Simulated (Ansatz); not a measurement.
**InAs in Ansatz: convergence with xc grid**

InAs:

```
CELL_PARAMETERS angstrom
0.00000 3.01800 3.01800
3.01800 0.00000 3.01800
3.01800 3.01800 0.00000
ATOMIC_POSITIONS crystal
In 0.00000 0.00000 0.00000
As 0.75000 0.75000 0.75000
```

* Program: Ansatz 0.2.0
* Task: convergence study
* Functional: PBE
* Potentials or basis: all-electron LAPW, scalar-relativistic
* Cutoff: 283 eV (chosen from the basis error)
* Basis error allowed: 0.001 eV/atom
* k mesh: 8 × 8 × 8
* Occupations: fermi-dirac, width 0.05 eV
* Spin: no spin polarisation

These are the settings of the first run; the series varies xc grid, with any setting tied to it.

Hardware: 1 thread of Intel(R) Xeon(R) Platinum 8259CL CPU @ 2.50GHz (Skylake/Cascade Lake) (shared host).

| xc grid | energy less the tightest run, at zero smearing (meV/atom) | SCF cycles | CPU time (s) | peak memory (GiB) |
| --- | --- | --- | --- | --- |
| 1 | 0.00 | 7 | 15 | 0.35 |
| 2 | 0.00 | 7 | 15 | 0.34 |
| 3 | 0.00 | 7 | 20 | 0.35 |
| 4 | 0.00 | 7 | 17 | 0.35 |

Against the tightest run, the energy stays within 1 meV/atom from 1 on. The tightest run that finished is the yardstick and may itself not be fully converged.
